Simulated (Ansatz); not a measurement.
Wires are cut from relaxed bulk InAs (F-43m, 29.59 Å³/atom, gap on the mesh 0.00 eV); atoms and period are relaxed, and energies count from that bulk. Caps count from half an H2 molecule.

Theory: Ansatz, DFT PBE, scalar-relativistic, plane waves, PAW.

Cutoff 420 eV, Gaussian smearing of 0.05 eV, energies at zero smearing, symmetry of each start kept, no spin polarisation.

| start | atoms | k mesh | excess energy (eV per host atom) | line energy (eV/Å) | period (Å) | gap on the mesh (eV) |
| --- | --- | --- | --- | --- | --- | --- |
| [110] wire, 4 host atoms a period with H caps | 10 | 1×1×12 | 0.623 | 0.552 | 4.512 | 2.33 |
| [110] wire, 6 host atoms a period with H caps | 14 | 1×1×12 | 0.571 | 0.758 | 4.517 | 2.16 |
| [110] wire, 10 host atoms a period with H caps | 20 | 1×1×12 | 0.453 | 1.006 | 4.498 | 0.51 |

Each run keeps its start's symmetry and one magnetic start, so lower states can exist.

Cost: 3 runs of about 57 core-minutes in all, on Arm Neoverse V1 (shared hosts).